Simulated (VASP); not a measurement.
# CdF (Fm-3m) in VASP: notebook

The runs below take CdF through relaxation of cell and atoms, with r2SCAN, revTPSS.

Program: VASP 6.6.1. These are calculated values, not measurements. Logs are shortened: lines on timing, memory, paths and dates and some standing lists are left out, and cuts for length are marked.

**1. Starting point**

The structure is cubic, space group Fm-3m (No. 225). Conventional cell: a = 5.062 Å, b = 5.062 Å, c = 5.062 Å, α = 90.00°, β = 90.00°, γ = 90.00°. Around Cd (site symmetry m-3m) lie 6 F at 2.53 Å. F (site symmetry m-3m) has 6 Cd at 2.53 Å as nearest neighbours.

The cell was built by a generator and needn't be a form met in nature.

**2. Relaxation of cell and atoms, r2SCAN**

Input file INCAR:

```
  PREC = Accurate
  ENCUT = 600
  EDIFF = 1E-7
  ISMEAR = 0
  SIGMA = 0.05
  LREAL = F
  LASPH = T
  NELM = 80
  ALGO = Normal
  ISIF = 3
  LWAVE = F
  LCHARG = F
  METAGGA = R2SCAN
  LMIXTAU = T
  IBRION = 2
  NSW = 60
  EDIFFG = -0.02
```

Input file KPOINTS:

```
Automatic mesh
0
Gamma
  9 9 9
```

Input file POSCAR:

```
CdF
1.0
    0.0000000000      2.5312012400      2.5312012400
    2.5312012400      0.0000000000      2.5312012400
    2.5312012400      2.5312012400      0.0000000000
Cd F
1 1
Direct
    0.0000000000      0.0000000000      0.0000000000
    0.5000000000      0.5000000000      0.5000000000
```

Potentials or basis: VASP PAW PBE potentials, release 64 (Cd, F).

On the command line:

```bash
$ cat potpaw_PBE.64/Cd/POTCAR potpaw_PBE.64/F/POTCAR > POTCAR
$ mpirun -np 1 vasp_std > vasp.out
```

OUTCAR:

```text
PREC = Accurate
   ENCUT = 600
   EDIFF = 1E-7
   ISMEAR = 0
   LREAL = F
   LASPH = T
   NELM = 80
   ISIF = 3
   METAGGA = R2SCAN
   IBRION = 2
   NSW = 60
   EDIFFG = -0.02

 ion  position               nearest neighbor table
   1  0.000  0.000  0.000-   2 2.53   2 2.53   2 2.53   2 2.53   2 2.53   2 2.53
   2  0.500  0.500  0.500-   1 2.53   1 2.53   1 2.53   1 2.53   1 2.53   1 2.53

  LATTYP: Found a face centered cubic cell.
 ALAT       =     5.0624024800

  Lattice vectors:

 A1 = (   0.0000000000,   2.5312012400,   2.5312012400)
 A2 = (   2.5312012400,   0.0000000000,   2.5312012400)
 A3 = (   2.5312012400,   2.5312012400,   0.0000000000)

Analysis of symmetry for initial positions (statically):
=====================================================================
 Subroutine PRICEL returns:
 Original cell was already a primitive cell.

 Routine SETGRP: Setting up the symmetry group for a
 face centered cubic supercell.

 Subroutine GETGRP returns: Found 48 space group operations
 (whereof 48 operations were pure point group operations)
 out of a pool of 48 trial point group operations.

The static configuration has the point symmetry O_h .

Analysis of symmetry for dynamics (positions and initial velocities):
=====================================================================
 Subroutine PRICEL returns:
 Original cell was already a primitive cell.

 Routine SETGRP: Setting up the symmetry group for a
 face centered cubic supercell.

 Subroutine GETGRP returns: Found 48 space group operations
 (whereof 48 operations were pure point group operations)
 out of a pool of 48 trial point group operations.

The dynamic configuration has the point symmetry O_h .

 Subroutine INISYM returns: Found 48 space group operations
 (whereof 48 operations are pure point group operations),
 and found     1 'primitive' translations

----------------------------------------------------------------------------------------

                                     Primitive cell

  volume of cell :      32.4347

  direct lattice vectors                    reciprocal lattice vectors
     0.000000000  2.531201240  2.531201240    -0.197534669  0.197534669  0.197534669
     2.531201240  0.000000000  2.531201240     0.197534669 -0.197534669  0.197534669
     2.531201240  2.531201240  0.000000000     0.197534669  0.197534669 -0.197534669

[... 151 lines left out ...]
     0.000000000  2.531201240  2.531201240    -0.197534669  0.197534669  0.197534669
     2.531201240  0.000000000  2.531201240     0.197534669 -0.197534669  0.197534669
     2.531201240  2.531201240  0.000000000     0.197534669  0.197534669 -0.197534669

 POSITION                                       TOTAL-FORCE (eV/Angst)
 -----------------------------------------------------------------------------------
      0.00000      0.00000      0.00000        -0.000000      0.000000     -0.000000
      2.53120      2.53120      2.53120         0.000000     -0.000000      0.000000
 -----------------------------------------------------------------------------------
    total drift:                                0.000000      0.000000      0.000000

  FREE ENERGIE OF THE ION-ELECTRON SYSTEM (eV)
  ---------------------------------------------------
  free  energy   TOTEN  =       -25.9844551635 eV

  energy  without entropy=      -25.9841207061  energy(sigma->0) =      -25.98428793

--------------------------------------- Ionic step        2  -------------------------------------------

 number of electron      18.9999991 magnetization

 Free energy of the ion-electron system (eV)
  ---------------------------------------------------
  ext. energy  EPLUGINS =         0.00000000
  ---------------------------------------------------
  free energy    TOTEN  =       -25.98642411 eV

  energy without entropy =      -25.98611495  energy(sigma->0) =      -25.98626953

 E-fermi :   2.8801     XC(G=0): -10.8271

 val. band max:        2.7767186331   @ k =   0.4444   0.4444   0.0000
 cond. band min:       2.8855373245   @ k =   0.4444   0.0000   0.0000
 fundamental gap:      0.1088186914
 Fermi energy:         2.8800918563

 k-point     1 :       0.0000    0.0000    0.0000
  band No.  band energies     occupation
      1     -23.4295      2.00000
      2      -6.9136      2.00000
      3      -6.9136      2.00000
      4      -6.9136      2.00000
      5      -6.7241      2.00000
      6      -6.7241      2.00000
      7      -3.5434      2.00000
      8      -3.5433      2.00000
      9      -3.5433      2.00000
     10      -1.9667      2.00000
     11      14.6012      0.00000
     12      15.2631      0.00000
     13      15.2631      0.00000
[... 354 lines left out ...]
  band No.  band energies     occupation
      1     -23.3105      2.00000
      2      -7.1383      2.00000
      3      -6.7427      2.00000
      4      -6.5848      2.00000
      5      -6.5612      2.00000
      6      -6.5612      2.00000
      7      -4.7459      2.00000
      8      -3.9231      2.00000
      9      -3.9231      2.00000
     10       2.7767      1.99654
     11       6.1289      0.00000
     12      10.6256      0.00000
     13      10.7628      0.00000

 [... further k-points ...]

------------------------ aborting loop because EDIFF is reached ----------------------------------------

  FORCE on cell =-STRESS in cart. coord.  units (eV):
  Direction    XX          YY          ZZ          XY          YZ          ZX
  --------------------------------------------------------------------------------------
  -------------------------------------------------------------------------------------
  Total       -0.0109431     -0.0109431     -0.0109431      0.0000000     -0.0000000      0.0000000
  in kB       -0.5311979     -0.5311979     -0.5311979      0.0000000     -0.0000000      0.0000000
  external PRESSURE =      -0.5311979 kB  Pullay stress =       0.0000000 kB

 VOLUME and BASIS-vectors are now :
 -----------------------------------------------------------------------------
  energy-cutoff  :      600.00
  volume of cell :       33.01
      direct lattice vectors                 reciprocal lattice vectors
     0.000000000  2.545978524  2.545978524    -0.196388145  0.196388145  0.196388145
     2.545978524 -0.000000000  2.545978524     0.196388145 -0.196388145  0.196388145
     2.545978524  2.545978524 -0.000000000     0.196388145  0.196388145 -0.196388145

 POSITION                                       TOTAL-FORCE (eV/Angst)
 -----------------------------------------------------------------------------------
      2.54598     -0.00000      2.54598        -0.000000      0.000000      0.000000
      2.54598      2.54598      2.54598         0.000000     -0.000000     -0.000000
 -----------------------------------------------------------------------------------
    total drift:                                0.000000      0.000000      0.000000

  FREE ENERGIE OF THE ION-ELECTRON SYSTEM (eV)
  ---------------------------------------------------
  free  energy   TOTEN  =       -25.9864241056 eV

  energy  without entropy=      -25.9861149548  energy(sigma->0) =      -25.98626953

 reached required accuracy - stopping structural energy minimisation
```

OSZICAR:

```text
N       E                     dE             d eps       ncg     rms          rms(c)
DAV:   1     0.117464663268E+03    0.11746E+03   -0.12122E+04   950   0.162E+03
DAV:   2    -0.275581072408E+02   -0.14502E+03   -0.13655E+03  1015   0.372E+02
DAV:   3    -0.328953010336E+02   -0.53372E+01   -0.53243E+01   985   0.808E+01
DAV:   4    -0.329136107274E+02   -0.18310E-01   -0.18309E-01   990   0.463E+00
[... 24 lines left out ...]
DAV:   8    -0.259864151822E+02   -0.34717E-04   -0.17914E-05   910   0.422E-02    0.343E-03
DAV:   9    -0.259864198989E+02   -0.47168E-05   -0.39555E-06   910   0.300E-02    0.207E-03
DAV:  10    -0.259864238237E+02   -0.39247E-05   -0.56840E-07   910   0.996E-03    0.714E-04
DAV:  11    -0.259864240116E+02   -0.18790E-06   -0.29175E-07   950   0.583E-03    0.715E-04
DAV:  12    -0.259864241056E+02   -0.94070E-07   -0.35932E-08   470   0.224E-03
   2 F= -.25986424E+02 E0= -.25986270E+02  d E =-.196894E-02
```

CONTCAR:

```text
CdF
   1.00000000000000
     0.0000000000000000    2.5459785241659860    2.5459785241659860
     2.5459785241659860   -0.0000000000000000    2.5459785241659860
     2.5459785241659860    2.5459785241659860   -0.0000000000000000
  Cd              F
     1     1
Direct
     0.0000000000000000    1.0000000000000000    0.0000000000000000
     0.5000000000000000    0.5000000000000000    0.5000000000000000

  0.00000000E+00  0.00000000E+00  0.00000000E+00
  0.00000000E+00  0.00000000E+00  0.00000000E+00
```

Run time: 4 min. Hardware: 1 thread of Intel Xeon Platinum 8259CL at 2.50GHz (Skylake/Cascade Lake), shared host; peak memory 0.19 GiB.

What came out:

```yaml
Free_energy: -25.9864 eV
Relaxed_volume: 16.50 Å³/atom
Relaxed_cell: a = 3.601 Å, b = 3.601 Å, c = 3.601 Å, α = 60.00°, β = 60.00°, γ = 60.00°
Space_group_after_relaxing_to_0.05_Å: Fm-3m (No. 225)
Energy_gained_by_relaxing: 1.0 meV/atom
Ionic_steps: 2
Pressure_after_relaxing: -0.1 GPa
Band_gap_on_the_k_mesh: none (metal or under the smearing width)
```

The path:
```csv
step,energy change (eV),largest force (eV/Å),pressure (GPa),volume (Å³)
1,0.0000,0.0000,1.20,32.43
2,-0.0020,0.0000,-0.05,33.01
```

Final structure:
```
Cd F
1.0
     0.00000    2.54598    2.54598
     2.54598    0.00000    2.54598
     2.54598    2.54598    0.00000
Cd F
1 1
Direct
  0.00000 0.00000 0.00000
  0.50000 0.50000 0.50000
```

Levels at points of the mesh, in eV from the Fermi level:
| k point | band 7 | band 8 | band 9 | band 10 | band 11 | band 12 | band 13 |
| --- | --- | --- | --- | --- | --- | --- | --- |
| (0.00, 0.00, 0.00) | -6.42 | -6.42 | -6.42 | -4.85 | 11.72 | 12.38 | 12.38 |

Caveat: the PAW data sets were made with another functional, which shifts forces and pressure a little; an odd number of electrons without spin polarisation forces a metal; a magnetic or distorted state may lie lower.

**3. Relaxation of cell and atoms, revTPSS**

Input file INCAR:

```
PREC = Accurate ; ENCUT = 600
EDIFF = 1E-6 ; ISMEAR = 0
SIGMA = 0.05 ; LREAL = F
LASPH = T ; NELM = 100
ALGO = Normal ; ISIF = 3
LWAVE = F ; LCHARG = F
METAGGA = RTPSS ; LMIXTAU = T
IBRION = 2 ; NSW = 60
EDIFFG = -0.01
```

Input file KPOINTS:

```
regular mesh
0
Gamma
  9 9 9
```

POSCAR is that of step 2.

Potentials or basis: VASP PAW PBE potentials, release 64 (Cd, F).

On the command line:

```bash
$ cat potpaw_PBE.64/Cd/POTCAR potpaw_PBE.64/F/POTCAR > POTCAR
$ mpirun -np 1 vasp_std > vasp.out
```

It took 6 min on 1 thread of Intel Xeon Platinum 8259CL at 2.50GHz (Skylake/Cascade Lake), shared host; peak memory 0.19 GiB.

The run converged. Its results:

* Free energy: 9.9026 eV
* Relaxed volume: 16.30 Å³/atom
* Relaxed cell: a = 3.586 Å, b = 3.586 Å, c = 3.586 Å, α = 60.00°, β = 60.00°, γ = 60.00°
* Space group after relaxing (to 0.05 Å): Fm-3m (No. 225)
* Energy gained by relaxing: 0.1 meV/atom
* Ionic steps: 4
* Pressure after relaxing: -0.1 GPa
* Band gap on the k mesh: none (metal or under the smearing width)

The path:
| step | energy change (eV) | largest force (eV/Å) | pressure (GPa) | volume (Å³) |
| --- | --- | --- | --- | --- |
| 1 | 0.0000 | 0.0000 | 0.21 | 32.43 |
| 2 | -0.0002 | 0.0000 | 0.16 | 32.53 |
| 3 | 0.0001 | 0.0000 | -0.45 | 32.83 |
| 4 | -0.0002 | 0.0000 | -0.06 | 32.61 |

Final structure:
```xyz
2
Lattice="0.0000 2.5357 2.5357 2.5357 0.0000 2.5357 2.5357 2.5357 0.0000" Properties=species:S:1:pos:R:3 pbc="T T T"
Cd    0.0000    0.0000    0.0000
F     2.5357    2.5357    2.5357
```

Levels at points of the mesh, in eV from the Fermi level:
| k point | band 8 | band 9 | band 10 | band 11 | band 12 | band 13 |
| --- | --- | --- | --- | --- | --- | --- |
| (0.00, 0.00, 0.00) | -5.98 | -5.98 | -4.89 | 11.07 | 12.42 | 12.42 |

Caveat: the PAW data sets were made with another functional, which shifts forces and pressure a little; an odd number of electrons without spin polarisation forces a metal; a magnetic or distorted state may lie lower.
